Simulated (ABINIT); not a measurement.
CdSe (Cadmoselite):

```
Cd Se
1.0
     4.30000    0.00000    0.00000
    -2.15000    3.72391    0.00000
     0.00000    0.00000    7.02000
Cd Se
2 2
Direct
  0.66667 0.33333 0.50000
  0.33333 0.66667 0.00000
  0.66667 0.33333 0.88500
  0.33333 0.66667 0.38500
```

Base run:

```yaml
Program: ABINIT 10.8.3 (patched build)
Functional: revPBE
Potentials_or_basis: JTH PAW PBE v2.0
Cutoff: 707 eV
k_mesh: 7 × 7 × 4
Occupations: fermi-dirac, width 0.05 eV
Spin: no spin polarisation
```

Its results: band gap on the k mesh 0.82 eV, direct; pressure 4.4 GPa; largest force 0.289 eV/Å.

Question: The run is repeated on the same cell with these changes: functional from revPBE to SCAN. What comes out?

Answer: Band gap on the k mesh 0.99 eV, direct; pressure 0.7 GPa; largest force 0.192 eV/Å.

SCAN gives the wider gap, since meta-GGAs in the generalised Kohn-Sham scheme recover part of the derivative discontinuity.

Caveats: the PAW data sets were made with another functional, which shifts forces and pressure a little.

